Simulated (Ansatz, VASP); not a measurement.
# Two plane-wave programs on Ni3Ge

INCAR

```
ALGO = Fast
EDIFF = 1E-6
EDIFFG = -0.005
ENCUT = 600
GGA = PS
IBRION = 2
ISIF = 3
ISMEAR = 0
LASPH = T
LCHARG = F
LREAL = F
LWAVE = F
NELM = 80
NSW = 100
PREC = Accurate
SIGMA = 0.1
```

File KPOINTS:

```
k-points
0
Gamma
  12 12 12
```

File POSCAR:

```
Ni3Ge
1.0
    3.5303341067      0.0000000000      0.0000000000
    0.0000000000      3.5303341067      0.0000000000
    0.0000000000      0.0000000000      3.5303341067
Ni Ge
3 1
Direct
    0.5000000000      0.0000000000      0.5000000000
    0.0000000000      0.5000000000      0.5000000000
    0.5000000000      0.5000000000      0.0000000000
    0.0000000000      0.0000000000      0.0000000000
```

Input for Ansatz:

```yaml
crystal:
  lattice:
    - [3.5303341067, 0.0, 0.0]
    - [0.0, 3.5303341067, 0.0]
    - [0.0, 0.0, 3.5303341067]
  atoms:
    - { symbol: Ni, position: [0.5, 0.0, 0.5] }
    - { symbol: Ni, position: [0.0, 0.5, 0.5] }
    - { symbol: Ni, position: [0.5, 0.5, 0.0] }
    - { symbol: Ge, position: [0.0, 0.0, 0.0] }
basis:
  ecutwfc: 420
kpoints:
  mp_grid: { grid: [12, 12, 12] }
hamiltonian:
  xc: pbesol
scf:
  occupations: { method: gaussian, width: 0.1 }
output:
  forces: true
  stress: true
  eigenvalues: true
  write_density: true
  write_potential: true
  elf: true
  volumetric_format: npy
relax:
  adjacent_minimum: "off"
  f_tol: 0.005
  max_steps: 80
  cell: { stress_tol: 0.05 }
```

The cell comes from a database or a generator and needn't be the stable form of this composition.

Alike in both runs: task relaxation of cell and atoms; functional PBEsol; k mesh 12 × 12 × 12; occupations gaussian, width 0.1 eV; no spin polarisation.

```csv
,VASP,Ansatz
version,VASP 6.6.1,Ansatz 0.2.0
potentials or method,"VASP PAW PBE potentials, release 64 (Ni, Ge_d)","scalar-relativistic, plane waves, PAW"
plane-wave cutoff (eV),600,420
valence electrons in the cell,44,68
```

|  | VASP | Ansatz | Ansatz less VASP |
| --- | --- | --- | --- |
| gap on the k mesh at the Fermi level, each at its own relaxed structure (eV) | none | none | - |
| relaxed volume (Å³/atom) | 10.96 | 10.95 | -0.006 |
| relaxed cell length with the largest relative difference (Å) | 3.526 | 3.525 | -0.0007 |

A gap of «none» marks a metal or a gap that the smearing closes. The two sets of potentials don't hold the same shells in valence.

Caveats: the PAW data sets were made with another functional, which shifts forces and pressure a little (VASP). Spin polarisation is off, so any magnetic state and its effect on volume and gap are missing.
